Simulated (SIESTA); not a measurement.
The system is Sc.

```xyz
2
Lattice="3.3090 0.0000 0.0000 -1.6545 2.8657 0.0000 0.0000 0.0000 5.2733" Properties=species:S:1:pos:R:3 pbc="T T T"
Sc    1.6545    0.9552    3.9550
Sc    0.0000    1.9105    1.3183
```

- Program: SIESTA 5.4.2
- Task: relaxation of cell and atoms
- Functional: optB88-vdW
- Potentials or basis: PseudoDojo 0.4 standard (PBE files)
- Basis: SZP (energy shift 0.02 Ry)
- Grid cutoff: 1200 Ry
- Energy shift: 0.02 Ry
- k mesh: 7 × 7 × 4
- Occupations: fermi-dirac, width 0.05 eV
- Spin: no spin polarisation

At the start: pressure -3.3 GPa; volume 25.00 Å³/atom.

Problem. Where does the relaxation end?

Solution. Over 18 steps the energy falls by 16.7 meV/atom and the volume is 23.69 Å³/atom (-5.3 %); space group P6_3/mmc (No. 194, to 0.05 Å).

Step by step:
| step | energy change (eV) | largest force (eV/Å) | pressure (GPa) | volume (Å³) |
| --- | --- | --- | --- | --- |
| 1 | 0.0000 | 0.0000 | -3.25 | 50.00 |
| 2 | -0.0027 | 0.0000 | -3.13 | 49.88 |
| 3 | -0.0327 | 0.0000 | 0.75 | 46.89 |
| 4 | -0.0288 | 0.0000 | 1.78 | 46.25 |
| 5 | -0.0329 | 0.0000 | 0.66 | 46.95 |
| 6 | -0.0332 | 0.0000 | 0.22 | 47.26 |
| 7 | -0.0215 | 0.0000 | 2.72 | 45.66 |
| 8 | -0.0325 | 0.0000 | -0.25 | 47.58 |
| 9 | -0.0326 | 0.0001 | -0.18 | 47.53 |
| 10 | -0.0330 | 0.0003 | -0.15 | 47.50 |
| 11 | -0.0334 | 0.0005 | 0.05 | 47.35 |
| 12 | -0.0336 | 0.0005 | 0.30 | 47.19 |
| 13 | -0.0336 | 0.0007 | 0.18 | 47.26 |
| 14 | -0.0334 | 0.0005 | 0.01 | 47.38 |
| 15 | -0.0331 | 0.0003 | -0.16 | 47.50 |
| 16 | -0.0335 | 0.0004 | 0.17 | 47.28 |
| 17 | -0.0330 | 0.0004 | -0.17 | 47.51 |
| 18 | -0.0333 | 0.0005 | 0.02 | 47.38 |

Final structure:
```yaml
crystal:
  lattice:
    - [3.25255, 0.00050, 0.00000]
    - [-1.62585, 2.81704, 0.00000]
    - [0.00000, 0.00000, 5.17036]
  atoms:
    - { symbol: Sc, position: [0.66673, 0.33327, 0.75000] }
    - { symbol: Sc, position: [0.33327, 0.66673, 0.25000] }
```

Caveat: the potentials were made for another functional, which shifts forces and pressure; the basis of atomic orbitals isn't converged, which shifts pressures, moduli and gaps.
